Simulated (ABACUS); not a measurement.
The system is GaP.

```
Ga P
1.0
     0.00000    2.72525    2.72525
     2.72525    0.00000    2.72525
     2.72525    2.72525    0.00000
Ga P
1 1
Direct
  0.00000 0.00000 0.00000
  0.75000 0.75000 0.75000
```

Base run:

| Quantity | Value |
| --- | --- |
| Program | ABACUS 3.10.1 |
| Functional | BP86 |
| Potentials or basis | PseudoDojo NC SR 0.5 PBE standard |
| Cutoff | 1102 eV |
| Density cutoff | 4408 eV |
| Basis | plane waves |
| k mesh | 6 × 6 × 6 |
| Occupations | fermi-dirac, width 0.05 eV |
| Spin | no spin polarisation |

Its results: band gap on the k mesh 1.64 eV, indirect (least direct gap 1.77 eV); pressure 3.2 GPa.

Task: The run is repeated on the same cell with these changes: functional from BP86 to HCTH407; potentials or basis from PseudoDojo NC SR 0.5 PBE standard to PseudoDojo NC SR 0.5 PBE stringent; cutoff from 1102 eV to 1551 eV; density cutoff from 4408 eV to 6204 eV; valence electrons from 18 to 26. What comes out?

Result: Band gap on the k mesh 2.00 eV, indirect (least direct gap 2.16 eV); pressure 3.1 GPa.

Caveats: the potentials were made for another functional, which shifts forces and pressure.

A k mesh can miss the band edges.
